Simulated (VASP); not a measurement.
Write the native input for VASP 6.6.1 that does the following.

```
Task                   : relaxation of the atoms
Functional             : PBE
Potentials or basis    : VASP PAW PBE potentials, release 64 (Mo_sv)
Cutoff                 : 600 eV
k mesh                 : 16 × 16 × 16
Occupations            : methfessel-paxton, width 0.1 eV
Spin                   : no spin polarisation
Further INCAR settings : ALGO = Fast; EDIFF = 1e-07; IBRION = 2; EDIFFG = -0.01; NSW = 40
```

The structure of Mo lies in POSCAR:

```
Mo                                      
1.0
   -1.5595263606      1.5595263606      1.5595263606
    1.5595263606     -1.5595263606      1.5595263606
    1.5595263606      1.5595263606     -1.5595263606
  Mo            
     1
Direct
     0.0000000000000000    0.0000000000000000    0.0000000000000000
```

The cell isn't the ideal one: a relaxed cell with its volume scaled by 0.96.

These files were run (other wordings do the same):

INCAR

```
SYSTEM = Mo
PREC     = Accurate       ! precision mode
ENCUT    = 600            ! plane-wave cutoff, eV
EDIFF    = 1E-7           ! SCF threshold, eV
ISMEAR   = 1              ! smearing method
SIGMA    = 0.1            ! smearing width, eV
LREAL    = .FALSE.        ! projectors in reciprocal space
LASPH    = .TRUE.         ! aspherical terms in the spheres
NELM     = 80             ! most SCF steps
ALGO     = Fast           ! electronic algorithm
ISIF     = 2              ! what is computed and relaxed
LWAVE    = .FALSE.        ! write WAVECAR
LCHARG   = .FALSE.        ! write CHGCAR
GGA      = PE             ! functional
IBRION   = 2              ! ionic algorithm
NSW      = 40             ! ionic steps
EDIFFG   = -0.01          ! ionic threshold
```

KPOINTS

```
regular mesh
0
G
  16 16 16
  0 0 0
```

Potentials or basis: VASP PAW PBE potentials, release 64 (Mo_sv).

Run with:

```sh
$ cat potpaw_PBE.64/Mo_sv/POTCAR > POTCAR
$ mpirun -np 1 vasp_std > vasp.out
```

It gave:

The pressure after relaxing is 11.6 GPa. The band gap on the k mesh is none (metal or under the smearing width).

Caveat: the relaxation stopped at its first step, so nothing moved.

Wall time 25 s on 1 thread of AMD EPYC 7R13 Processor (Zen 3), with other jobs on the host, peak memory 0.13 GiB.
